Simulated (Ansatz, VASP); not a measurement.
# Two plane-wave programs on Si6C

The input INCAR:

```
SYSTEM = Si6C
  PREC = Accurate
  ENCUT = 520
  EDIFF = 1E-6
  ISMEAR = 0
  SIGMA = 0.1
  LREAL = .False.
  LASPH = .True.
  NELM = 100
  ALGO = Normal
  ISIF = 2
  LWAVE = .False.
  LCHARG = .False.
  GGA = PE
  NBANDS = 23
```

KPOINTS

```
regular mesh
0
Gamma
  4 4 4
  0 0 0
```

File POSCAR:

```
Si6C
1.0
    0.0000000000      3.7901598600      3.7901598600
    3.7901598600      0.0000000000      3.7901598600
    3.7901598600      3.7901598600      0.0000000000
Si C
6 1
Direct
    0.5000000000      0.5000000000      0.0000000000
    0.5000000000      0.0000000000      0.5000000000
    0.0000000000      0.0000000000      0.5000000000
    0.0000000000      0.5000000000      0.0000000000
    0.0000000000      0.5000000000      0.5000000000
    0.5000000000      0.0000000000      0.0000000000
    0.0000000000      0.0000000000      0.0000000000
```

Input for Ansatz:

```yaml
crystal:
  lattice:
    - [0.0, 3.79015986, 3.79015986]
    - [3.79015986, 0.0, 3.79015986]
    - [3.79015986, 3.79015986, 0.0]
  atoms:
    - { symbol: Si, position: [0.5, 0.5, 0.0] }
    - { symbol: Si, position: [0.5, 0.0, 0.5] }
    - { symbol: Si, position: [0.0, 0.0, 0.5] }
    - { symbol: Si, position: [0.0, 0.5, 0.0] }
    - { symbol: Si, position: [0.0, 0.5, 0.5] }
    - { symbol: Si, position: [0.5, 0.0, 0.0] }
    - { symbol: C, position: [0.0, 0.0, 0.0] }
basis:
  ecutwfc: 420
kpoints:
  mp_grid: { grid: [4, 4, 4] }
hamiltonian:
  xc: pbe
scf:
  occupations: { method: gaussian, width: 0.1 }
  lower_state_search: "off"
output:
  forces: true
  stress: true
  eigenvalues: true
```

Change from the starting cell: species swapped into the Zn6Mo type (Fm-3m, No. 225).

Alike in both runs: task single point; functional PBE; k mesh 4 × 4 × 4; occupations gaussian, width 0.1 eV; no spin polarisation.

|  | VASP | Ansatz |
| --- | --- | --- |
| version | VASP 6.6.1 | Ansatz 0.2.0 |
| potentials or method | VASP PAW PBE potentials, release 64 (Si, C) | scalar-relativistic, plane waves, PAW |
| plane-wave cutoff (eV) | 520 | 420 |
| valence electrons in the cell | 28 | 28 |

```tsv
	VASP	Ansatz	Ansatz less VASP
gap on the k mesh at the Fermi level (eV)	none	none	-
pressure (GPa)	-7.3	-7.3	+0.02
```

A gap of «none» marks a metal or a gap that the smearing closes. The functional is the same, so the differences come from potentials, cutoffs and numerics.
